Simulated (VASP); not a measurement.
# Er (Fm-3m) in VASP: further runs, part 2 of 2

VASP 6.6.1.

### Step 4. Single point, PBE, collinear spin, ferromagnetic start

The input, INCAR:

```
SYSTEM = Er
PREC     = Accurate       ! precision mode
ENCUT    = 450            ! plane-wave cutoff, eV
EDIFF    = 1E-6           ! SCF threshold, eV
ISMEAR   = 0              ! smearing method
SIGMA    = 0.05           ! smearing width, eV
LREAL    = .False.        ! projectors in reciprocal space
LASPH    = .True.         ! aspherical terms in the spheres
NELM     = 100            ! most SCF steps
ALGO     = Normal         ! electronic algorithm
ISIF     = 2              ! what is computed and relaxed
LWAVE    = .False.        ! write WAVECAR
LCHARG   = .False.        ! write CHGCAR
ISPIN    = 2              ! spin polarisation
MAGMOM   = 3              ! initial moments
LORBIT   = 11             ! projections on sites
LMAXMIX  = 6              ! l up to which the mixer works
GGA      = PE             ! functional
ADDGRID  = .False.
```

The input, KPOINTS:

```
Automatic mesh
0
Gamma
  6 6 6
  0 0 0
```

The input, POSCAR:

```
Er
1.0
   -0.0089250000      2.4571370000      2.4791170000
    2.4542050000     -0.0023290000      2.4725200000
    2.4870360000      2.4833720000     -0.0351600000
Er
1
Direct
   -0.0043710000     -0.0077920000     -0.0181410000
```

Potentials or basis: VASP PAW PBE potentials, release 64 (Er_3), 4f in core.

Launch:

```console
$ cat potpaw_PBE.64/Er_3/POTCAR > POTCAR
$ mpirun -np 1 vasp_std > vasp.out
```

OUTCAR:

```text
SYSTEM = Er
   PREC = Accurate
   ENCUT = 450
   EDIFF = 1E-6
   ISMEAR = 0
   LREAL = .False.
   LASPH = .True.
   NELM = 100
   ISIF = 2
   ISPIN = 2
   LORBIT = 11
   GGA = PE

 Found    112 irreducible k-points:

 Following reciprocal coordinates:
            Coordinates               Weight
  0.000000  0.000000  0.000000      1.000000
  0.166667  0.000000 -0.000000      2.000000
  0.333333  0.000000 -0.000000      2.000000
  0.500000  0.000000 -0.000000      1.000000
 -0.000000  0.166667 -0.000000      2.000000
  0.166667  0.166667 -0.000000      2.000000
   k-points           NKPTS =    112   k-points in BZ     NKDIM =    112   number of bands    NBANDS=     10
   number of dos      NEDOS =    301   number of ions     NIONS =      1
   total plane-waves  NPLWV =  13824
   dimension x,y,z NGX =    24 NGY =   24 NGZ =   24
   dimension x,y,z NGXF=    48 NGYF=   48 NGZF=   48
   ions per type =               1
   NGX,Y,Z   is equivalent  to a cutoff of  11.43, 11.45, 11.35 a.u.
   NGXF,Y,Z  is equivalent  to a cutoff of  22.86, 22.91, 22.70 a.u.
 SYSTEM =  Er
   PREC   = accura    normal or accurate (medium, high low for compatibility)
   ISTART =      0    job   : 0-new  1-cont  2-samecut
   ICHARG =      2    charge: 1-file 2-atom 10-const
   ISPIN  =      2    spin polarized calculation?
   LNONCOLLINEAR =      F non collinear calculations
   LSORBIT =      F    spin-orbit coupling
   LASPH  =      T    aspherical Exc in radial PAW
   ENCUT  =  450.0 eV  33.07 Ry    5.75 a.u.   6.04  6.03  6.08*2*pi/ulx,y,z
   NELM   =    100;   NELMIN=  2; NELMDL= -5     # of ELM steps
   EDIFF  = 0.1E-05   stopping-criterion for ELM
   LREAL  =      F    real-space projection
   EDIFFG = 0.1E-04   stopping-criterion for IOM
   NSW    =      0    number of steps for IOM
   IBRION =     -1    ionic relax: 0-MD 1-quasi-New 2-CG
   NFREE  =      0    steps in history (QN), initial steepest desc. (CG)
   ISIF   =      2    stress and relaxation
   ISYM   =      2    0-nonsym 1-usesym 2-fastsym
   POTIM  = 0.5000    time-step for ionic-motion
   TEBEG  =    0.0;   TEEND  =   0.0 temperature during run
   PSTRESS=    0.0 pullay stress
   NELECT =       9.0000    total number of electrons
   NUPDOWN=      -1.0000    fix difference up-down
   EMIN   =  10.00;   EMAX   =-10.00  energy-range for DOS
   EFERMI =   0.00;   METHOD = LEGACY
   ISMEAR =     0;   SIGMA  =   0.05  broadening in eV -4-tet -1-fermi 0-gaus
   EFERMI_NEDOS =   21; number of points for ismear=-14 and -15
   IALGO  =     38    algorithm
   IMIX   =      4    mixing-type and parameters
     AMIX     =   0.40;   BMIX     =  1.00
     AMIX_MAG =   1.60;   BMIX_MAG =  1.00
  volume/ion in A,a.u.               =      30.50       205.83
[... 43 lines left out ...]
      4      -2.4793      1.00000
      5       4.9338      0.00000
      6       5.1703      0.00000
      7       5.1967      0.00000
      8       7.3955      0.00000
      9       7.5080      0.00000
     10      12.6512      0.00000
[... 53 lines left out ...]
 k-point     6 :       0.1667    0.1667   -0.0000
  band No.  band energies     occupation
      1     -21.4414      1.00000
      2     -21.3463      1.00000
      3     -21.3415      1.00000
      4      -1.5042      1.00000
      5       4.0236      0.00000
      6       5.6582      0.00000
      7       5.7765      0.00000
      8       6.0023      0.00000
      9       7.8693      0.00000
     10      14.7937      0.00000

 [... further k-points ...]

 spin component 2

 k-point     1 :       0.0000    0.0000    0.0000
  band No.  band energies     occupation
      1     -21.2971      1.00000
      2     -21.2907      1.00000
      3     -21.2869      1.00000
      4      -2.4853      1.00000
      5       4.9296      0.00000
      6       5.1674      0.00000
      7       5.1934      0.00000
      8       7.3931      0.00000
      9       7.5061      0.00000
     10      12.6437      0.00000
[... 53 lines left out ...]
 k-point     6 :       0.1667    0.1667   -0.0000
  band No.  band energies     occupation
      1     -21.4426      1.00000
      2     -21.3479      1.00000
      3     -21.3428      1.00000
      4      -1.5103      1.00000
      5       4.0183      0.00000
      6       5.6555      0.00000
      7       5.7737      0.00000
      8       5.9991      0.00000
      9       7.8674      0.00000
     10      14.7867      0.00000

 [... further k-points ...]
[... 5 lines left out ...]
  --------------------------------------------------------------------------------------
  -------------------------------------------------------------------------------------
  Total       -0.0303962     -0.0332167     -0.0699777     -0.0301177      0.0344015      0.0602165
  in kB       -1.5967150     -1.7448746     -3.6759292     -1.5820846      1.8071110      3.1631770
  external PRESSURE =      -2.3391729 kB  Pullay stress =       0.0000000 kB

 VOLUME and BASIS-vectors are now :
 -----------------------------------------------------------------------------
  energy-cutoff  :      450.00
  volume of cell :       30.50
      direct lattice vectors                 reciprocal lattice vectors
    -0.008925000  2.457137000  2.479117000    -0.201313527  0.204442392  0.200014888
     2.454205000 -0.002329000  2.472520000     0.204685885 -0.202140878  0.201085569
     2.487036000  2.483372000 -0.035160000     0.199378760  0.200206110 -0.197713292

 POSITION                                       TOTAL-FORCE (eV/Angst)
 -----------------------------------------------------------------------------------
      4.86811      4.88241      4.88701         0.000000      0.000000     -0.000000
 -----------------------------------------------------------------------------------
    total drift:                               -0.000002     -0.000002     -0.000000

  FREE ENERGIE OF THE ION-ELECTRON SYSTEM (eV)
  ---------------------------------------------------
  free  energy   TOTEN  =        -4.4791188374 eV

  energy  without entropy=       -4.4765291391  energy(sigma->0) =       -4.47782399

 total charge

# of ion       s       p       d       tot
------------------------------------------
    1        0.517   6.490   1.113   8.119

 magnetization (x)

# of ion       s       p       d       tot
------------------------------------------
    1        0.000  -0.002  -0.002  -0.004
```

stdout:

```text
POSCAR found type information on POSCAR Er
 POSCAR found :  1 types and       1 ions
 scaLAPACK will be used
 LDA part: xc-table for (Slater+PW92), standard interpolation
 POSCAR, INCAR and KPOINTS ok, starting setup
 FFT: planning ... GRIDC
 FFT: planning ... GRID_SOFT
 FFT: planning ... GRID
 WAVECAR not read
 entering main loop
```

It took 20 s on 1 thread of Intel Xeon 6975P-C (Granite Rapids), shared host; peak memory 0.18 GiB.

The run converged, but some of its settings lie outside the range that counts as converged, so its numbers aren't taken as properties of the crystal.

What came out:

```
Free energy                                           : -4.4791 eV
Pressure                                              : -0.2 GPa
Band gap on the k mesh                                : none (metal or under the smearing width)
Net moment                                            : -0.01 μB per cell
Valence electrons inside the program's atomic spheres : Er 8.12
```

Caveat: the k mesh is coarse (spacing up to 0.37 Å⁻¹), so the values aren't converged; the magnetic or orbital state may not be the lowest; spin-orbit coupling is left out, which moves the levels of the heavy elements; the 4f electrons are frozen in the core as for a trivalent ion, so they carry no moment and show no levels.

### Step 5. Single point, PBE, collinear spin, ferromagnetic start

INCAR, as its differences from that of step 4:

```diff
@@ -5,3 +5,3 @@
 ISMEAR   = 0              ! smearing method
-SIGMA    = 0.05           ! smearing width, eV
+SIGMA    = 0.02           ! smearing width, eV
 LREAL    = .False.        ! projectors in reciprocal space
```

KPOINTS is that of step 4.

The input, POSCAR:

```
Er
1.0
    0.0000000000      2.4798434248      2.4798434248
    2.4798434248      0.0000000000      2.4798434248
    2.4798434248      2.4798434248      0.0000000000
Er
1
Direct
    0.0000000000      0.0000000000      0.0000000000
```

Potentials or basis: VASP PAW PBE potentials, release 64 (Er_3), 4f in core.

Launch:

```console
$ cat potpaw_PBE.64/Er_3/POTCAR > POTCAR
$ mpirun -np 1 vasp_std > vasp.out
```

OUTCAR:

```text
SYSTEM = Er
   PREC = Accurate
   ENCUT = 450
   EDIFF = 1E-6
   ISMEAR = 0
   LREAL = .False.
   LASPH = .True.
   NELM = 100
   ISIF = 2
   ISPIN = 2
   LORBIT = 11
   GGA = PE

 Found     16 irreducible k-points:

 Following reciprocal coordinates:
            Coordinates               Weight
  0.000000  0.000000  0.000000      1.000000
  0.166667  0.000000  0.000000      8.000000
  0.333333  0.000000  0.000000      8.000000
  0.500000  0.000000  0.000000      4.000000
  0.166667  0.166667  0.000000      6.000000
  0.333333  0.166667  0.000000     24.000000
   k-points           NKPTS =     16   k-points in BZ     NKDIM =     16   number of bands    NBANDS=     10
   number of dos      NEDOS =    301   number of ions     NIONS =      1
   total plane-waves  NPLWV =  13824
   dimension x,y,z NGX =    24 NGY =   24 NGZ =   24
   dimension x,y,z NGXF=    48 NGYF=   48 NGZF=   48
   ions per type =               1
   NGX,Y,Z   is equivalent  to a cutoff of  11.38, 11.38, 11.38 a.u.
   NGXF,Y,Z  is equivalent  to a cutoff of  22.75, 22.75, 22.75 a.u.
 SYSTEM =  Er
   PREC   = accura    normal or accurate (medium, high low for compatibility)
   ISTART =      0    job   : 0-new  1-cont  2-samecut
   ICHARG =      2    charge: 1-file 2-atom 10-const
   ISPIN  =      2    spin polarized calculation?
   LNONCOLLINEAR =      F non collinear calculations
   LSORBIT =      F    spin-orbit coupling
[... 153 lines left out ...]
      7       5.1107      0.00000
      8       7.4572      0.00000
      9       7.4572      0.00000
     10      12.6605      0.00000
[... 53 lines left out ...]
 k-point     6 :       0.3333    0.1667    0.0000
  band No.  band energies     occupation
      1     -21.6500      1.00000
      2     -21.3822      1.00000
      3     -21.3797      1.00000
      4      -0.0831      1.00000
      5       3.3420      0.00000
      6       4.7171      0.00000
      7       5.9517      0.00000
      8       7.1570      0.00000
      9       8.5340      0.00000
     10      13.5346      0.00000

 [... further k-points ...]
[... 5 lines left out ...]
  --------------------------------------------------------------------------------------
  -------------------------------------------------------------------------------------
  Total       -0.0810890     -0.0810890     -0.0810890     -0.0000000      0.0000000      0.0000000
  in kB       -4.2596106     -4.2596106     -4.2596106     -0.0000000      0.0000000      0.0000000
  external PRESSURE =      -4.2596106 kB  Pullay stress =       0.0000000 kB

 VOLUME and BASIS-vectors are now :
 -----------------------------------------------------------------------------
  energy-cutoff  :      450.00
  volume of cell :       30.50
      direct lattice vectors                 reciprocal lattice vectors
     0.000000000  2.479843425  2.479843425    -0.201625633  0.201625633  0.201625633
     2.479843425  0.000000000  2.479843425     0.201625633 -0.201625633  0.201625633
     2.479843425  2.479843425  0.000000000     0.201625633  0.201625633 -0.201625633

 POSITION                                       TOTAL-FORCE (eV/Angst)
 -----------------------------------------------------------------------------------
      0.00000      0.00000      0.00000         0.000000      0.000000      0.000000
 -----------------------------------------------------------------------------------
    total drift:                               -0.000000      0.000000      0.000000

  FREE ENERGIE OF THE ION-ELECTRON SYSTEM (eV)
  ---------------------------------------------------
  free  energy   TOTEN  =        -4.4788618143 eV

  energy  without entropy=       -4.4783575508  energy(sigma->0) =       -4.47860968

 total charge

# of ion       s       p       d       tot
------------------------------------------
    1        0.516   6.481   1.120   8.118

 magnetization (x)

# of ion       s       p       d       tot
------------------------------------------
    1       -0.000   0.014   0.008   0.021
```

OSZICAR:

```text
N       E                     dE             d eps       ncg     rms          rms(c)
DAV:   1     0.109067955992E+02    0.10907E+02   -0.44712E+03   918   0.803E+02
DAV:   2    -0.285854406022E+01   -0.13765E+02   -0.13031E+02   902   0.241E+02
DAV:   3    -0.352829284474E+01   -0.66975E+00   -0.58245E+00  1002   0.542E+01
DAV:   4    -0.353595798104E+01   -0.76651E-02   -0.76388E-02  1088   0.286E+00
DAV:   5    -0.353597538591E+01   -0.17405E-04   -0.17402E-04   968   0.948E-02    0.214E+01
DAV:   6    -0.435447123079E+01   -0.81850E+00   -0.31036E-01  1016   0.503E+00    0.146E+01
DAV:   7    -0.445856401468E+01   -0.10409E+00   -0.43794E-02  1012   0.229E+00    0.684E+00
DAV:   8    -0.446937078665E+01   -0.10807E-01   -0.98023E-02   998   0.268E+00    0.166E+00
DAV:   9    -0.447793155270E+01   -0.85608E-02   -0.70594E-03  1002   0.839E-01    0.181E-01
DAV:  10    -0.447887198120E+01   -0.94043E-03   -0.19750E-03  1020   0.290E-01    0.422E-01
DAV:  11    -0.447839649645E+01    0.47548E-03   -0.12399E-03   952   0.235E-01    0.268E-01
DAV:  12    -0.447875926203E+01   -0.36277E-03   -0.17965E-03   886   0.205E-01    0.588E-02
DAV:  13    -0.447884923298E+01   -0.89971E-04   -0.63557E-05   990   0.501E-02    0.994E-02
DAV:  14    -0.447886182202E+01   -0.12589E-04   -0.10626E-05   990   0.233E-02    0.240E-02
DAV:  15    -0.447886181434E+01    0.76800E-08   -0.16399E-06   652   0.864E-03
   1 F= -.44788618E+01 E0= -.44786097E+01  d E =-.504264E-03  mag=     0.0271
```

stdout:

```text
POSCAR found type information on POSCAR Er
 POSCAR found :  1 types and       1 ions
 scaLAPACK will be used
 LDA part: xc-table for (Slater+PW92), standard interpolation
 POSCAR, INCAR and KPOINTS ok, starting setup
 FFT: planning ... GRIDC
 FFT: planning ... GRID_SOFT
 FFT: planning ... GRID
 WAVECAR not read
 entering main loop
```

Run time: 7.6 s. Hardware: 1 thread of Intel Xeon 6975P-C (Granite Rapids), shared host; peak memory 0.14 GiB.

These settings aren't checked as converged: the numbers below hold their error.

Results:

* Free energy: -4.4789 eV
* Pressure: -0.4 GPa
* Band gap on the k mesh: none (metal or under the smearing width)
* Net moment: 0.03 μB per cell
* Site moments: Er +0.02 μB
* Valence electrons inside the program's atomic spheres: Er 8.12

Caveat: the k mesh is coarse (spacing up to 0.37 Å⁻¹), so the values aren't converged; the magnetic or orbital state may not be the lowest; spin-orbit coupling is left out, which moves the levels of the heavy elements; the 4f electrons are frozen in the core as for a trivalent ion, so they carry no moment and show no levels.

### Step 6. Single point, PBE, collinear spin, ferromagnetic start

INCAR is that of step 5.

KPOINTS is that of step 5.

The input, POSCAR:

```
Er
1.0
   -0.0089250000      2.4571370000      2.4791170000
    2.4542050000     -0.0023290000      2.4725200000
    2.4870360000      2.4833720000     -0.0351600000
Er
1
Direct
   -0.0043710000     -0.0077920000     -0.0181410000
```

Potentials or basis: VASP PAW PBE potentials, release 64 (Er_3), 4f in core.

Launch:

```console
$ cat potpaw_PBE.64/Er_3/POTCAR > POTCAR
$ mpirun -np 1 vasp_std > vasp.out
```

Run time: 19 s. Hardware: 1 thread of Intel Xeon 6975P-C (Granite Rapids), shared host; peak memory 0.17 GiB.

The run converged, but some of its settings lie outside the range that counts as converged, so its numbers aren't taken as properties of the crystal.

What came out:

```
Free energy                                           : -4.4780 eV
Pressure                                              : -0.3 GPa
Band gap on the k mesh                                : none (metal or under the smearing width)
Net moment                                            : -0.02 μB per cell
Valence electrons inside the program's atomic spheres : Er 8.12
```

Caveat: the k mesh is coarse (spacing up to 0.37 Å⁻¹), so the values aren't converged; the magnetic or orbital state may not be the lowest; spin-orbit coupling is left out, which moves the levels of the heavy elements; the 4f electrons are frozen in the core as for a trivalent ion, so they carry no moment and show no levels.
